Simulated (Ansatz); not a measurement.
Hf, DFT, PBE, PAW with Ansatz's default frozen-core files, scalar-relativistic (Ansatz 0.2.0), run on 1 thread of Arm Neoverse V2 on a shared host.

The cell comes from COD entry 1522789, which wasn't checked; take it as a given geometry. The listed cell was then made from it by scaling, straining or moving an atom.

Command: `ansatz run input.yaml --threads 1 --pin off --max-ram 3072MiB --backend cpu --events-out ev --progress --plain --runs-dir out`

```yaml
crystal:
  lattice:
    - [-1.805, 1.805, 1.85915]
    - [1.805, -1.805, 1.85915]
    - [1.805, 1.805, -1.85915]
  atoms:
    - { symbol: Hf, position: [0.0, 0.0, 0.0] }
kpoints:
  mp_grid: { grid: [14, 14, 14] }
scf:
  occupations: { method: fermi_dirac, width: 0.05 }
hamiltonian:
  xc: pbe
  pseudopotentials: { kind: paw }
output:
  forces: true
  stress: true
  eigenvalues: true
  efg: { contact_densities: true }
```

Problem. How large is the problem that the program sets up?

Solution. 244 irreducible k-points, 467 plane waves at Γ, 17 bands.

Problem. About how long does it take, and how much memory does it use?

Solution. 5 s of wall time for 6 SCF iterations, with a peak of 0.42 GiB. Times on shared machines scatter by tens of per cent.

Problem. And the same cell and mesh by all-electron PAW (datasets made for this crystal), asked for forces, stress, eigenvalues, efg, on the same hardware?

Solution. 16 s, peak memory 0.63 GiB.
